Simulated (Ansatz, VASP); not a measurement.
**Be in VASP and in Ansatz**

```
Be
1.0
     2.18128    0.00000    0.00000
    -1.09064    1.88904    0.00000
     0.00000    0.00000    3.45260
Be
2
Direct
  0.33333 0.66667 0.25000
  0.66667 0.33333 0.75000
```

Change from the starting cell: volume scaled by 0.9, PAW files.

Alike in both runs: task single point; functional PBE; k mesh 19 × 19 × 11; occupations fermi-dirac, width 0.08 eV; no spin polarisation.

```csv
,VASP,Ansatz
version,VASP 6.6.1,Ansatz 0.2.0
potentials or method,"VASP PAW PBE potentials, release 64 (Be)","PAW with Ansatz's default frozen-core files, scalar-relativistic"
plane-wave cutoff (eV),520,420
valence electrons in the cell,4,4
```

|  | VASP | Ansatz | Ansatz less VASP |
| --- | --- | --- | --- |
| pressure (GPa) | 15.7 | 15.5 | -0.23 |

Caveats: so large a pressure means that the cell lies far from this level's equilibrium, or that cutoff or potentials fall short (VASP).
